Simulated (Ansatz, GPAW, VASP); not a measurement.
# MnS: programs and potentials compared

```
Mn S
1.0
     0.00000    2.60450    2.60450
     2.60450    0.00000    2.60450
     2.60450    2.60450    0.00000
Mn S
1 1
Direct
  0.00000 0.00000 0.00000
  0.50000 0.50000 0.50000
```

Alike in all runs: task single point; functional PBE; k mesh 9 × 9 × 9; occupations gaussian, width 0.05 eV; collinear spin, ferromagnetic start; no spin-orbit coupling. The measured crystal is an antiferromagnetic insulator; the state found here is the runs' own. Pressure is positive in compression and, in plane waves, holds the error of the finite cutoff, which Ansatz's Pulay term estimates and takes out.

```tsv
program and potentials	plane-wave cutoff (eV)	notes	pressure (GPa)	net moment per atom (μB)
Ansatz, Ansatz PAW	420	10.5 valence electrons an atom on average; Pulay term of +0.04 GPa included	-2.87	2.36
VASP, PBE PAW files Mn, S, 500 eV	500	6.5 valence electrons an atom on average	-2.97	2.36
VASP, PBE PAW files Mn_pv, S, 520 eV	520	9.5 valence electrons an atom on average	-2.89	2.36
GPAW, GPAW PAW data sets (gpaw-data 1.2.1)	600	10.5 valence electrons an atom on average	-2.93	2.35
```

The pressure spans -2.97 (VASP, PBE PAW files Mn, S, 500 eV) to -2.87 GPa (Ansatz, Ansatz PAW). The net moment per atom spans 2.35 (GPAW, GPAW PAW data sets (gpaw-data 1.2.1)) to 2.36 μB (VASP, PBE PAW files Mn_pv, S, 520 eV). The state is the one that the start led to, which needn't be the lowest.

Differences between rows come from potentials, basis sets and numerical settings, since the functional is the same but for its coding. Runs on potential files found faulty are left out.
